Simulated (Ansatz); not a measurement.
Ca:

```
Ca
1.0
    -0.03907    2.80626    2.81025
     2.72557   -0.00878    2.77997
     2.75441    2.80481   -0.03762
Ca
1
Cartesian
  -0.0041 0.0342 -0.0352
```

The cell isn't the ideal one: cell strained at random at fixed volume.

Base run:

- Program: Ansatz 0.2.0
- Functional: LDA
- Potentials or basis: all-electron LAPW, scalar-relativistic
- Cutoff: 83 eV (chosen from the basis error)
- Basis error allowed: 0.001 eV/atom
- k mesh: 8 × 8 × 8
- Occupations: methfessel-paxton, width 0.2 eV
- Spin: no spin polarisation

Its results: pressure -2.1 GPa.

Q: The run is repeated on the same cell with these changes: functional from LDA to BLYP. What comes out?

A: Pressure -0.4 GPa.

BLYP binds less tightly than LDA, so the same cell stands under more pressure.
